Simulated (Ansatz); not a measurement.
Bulk crystal (TaC) after relaxation:

```xyz
2
Lattice="0.0000 -2.2310 -2.2310 2.2310 0.0000 -2.2310 2.2310 -2.2310 0.0000" Properties=species:S:1:pos:R:3 pbc="T T T"
Ta    0.0000    0.0000    0.0000
C     2.2310   -2.2310   -2.2310
```

Miller indices refer to the conventional cell of Fm-3m (No. 225), a = 4.462 Å, b = 4.462 Å, c = 4.462 Å, α = 90.00°, β = 90.00°, γ = 90.00°.

The (111) slab of 11 planes, 12.9 Å thick with 15 Å of vacuum as cut; outer planes C (top) and C (bottom).

These are results of DFT r2SCAN, scalar-relativistic, plane waves, PAW (Ansatz), not measurements. Plane waves to 500 eV, a k mesh through Γ of 12×12×1 on the computed 11-atom cell and Gaussian smearing (0.10 eV); no spin polarisation. A dipole correction removes the field between periodic images along c.

The slab isn't stoichiometric (Ta5C6), so its surface energy depends on the chemical potentials; it is given with the excess atoms taken from the element's standard state, a limit at which the compound may itself be unstable, so the figure can be too low. The work function read from the bulk's Fermi level differs by 0.19 eV, so the slab's middle doesn't match the bulk reference (too thin, or relaxed to another structure or magnetic state).

With the atoms at the bulk's places:

```json
{
 "Surface energy with the excess atoms taken from the elements": "6.53 J/m²",
 "Work function": "6.85 eV"
}
```

(1) What changes when all atoms relax within this surface cell and its symmetry?

Spin-orbit coupling is left out, which matters for the bands of heavy elements.

Answers

(1) The energy falls by 1.291 J/m² a face, and the largest move is 0.19 Å.

```yaml
Surface_energy_with_the_excess_atoms_taken_from_the_elements: 5.24 J/m²
Work_function: 7.38 eV
```

```
plane (bottom to top) atoms spacing to next, bulk (Å) relaxed (Å) change (%)
                    1      C                      1.288        0.945       -26.6
                    2     Ta                      1.288        1.504       +16.8
                    3      C                      1.288        1.178        -8.5
                    4     Ta                      1.288        1.332        +3.4
                    5      C                      1.288        1.287        -0.1
                    6     Ta                      1.288        1.287        -0.1
                    7      C                      1.288        1.332        +3.4
                    8     Ta                      1.288        1.178        -8.5
                    9      C                      1.288        1.504       +16.8
                   10     Ta                      1.288        0.945       -26.6
                   11      C
```